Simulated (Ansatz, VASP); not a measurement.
# One calculation of Y, two programs

```
Y
1.0
     0.00000    2.47669    2.47669
     2.47669    0.00000    2.47669
     2.47669    2.47669    0.00000
Y
1
Direct
  0.00000 0.00000 0.00000
```

Change from the starting cell: volume scaled by 0.99, PAW files.

Alike in both runs: task electric field gradients; functional LDA; k mesh 13 × 13 × 13; occupations fermi-dirac, width 0.05 eV; no spin polarisation.

```csv
,VASP,Ansatz
version,VASP 6.6.1,Ansatz 0.2.0
potentials or method,"VASP PAW LDA potentials, release 64 (Y_sv)","PAW with Ansatz's default frozen-core files, scalar-relativistic"
plane-wave cutoff (eV),520,420
valence electrons in the cell,11,11
```

VASP gave:

- pressure (GPa): -1.5
- Vzz of the field gradient on the site that differs most (V/Å²): 0.0

Q: What did Ansatz give for the same quantities?

A: Pressure (GPa): -1.3; Vzz of the field gradient on the site that differs most (V/Å²): 0.0.

Ansatz warned: «gradients_without_spin_orbit».
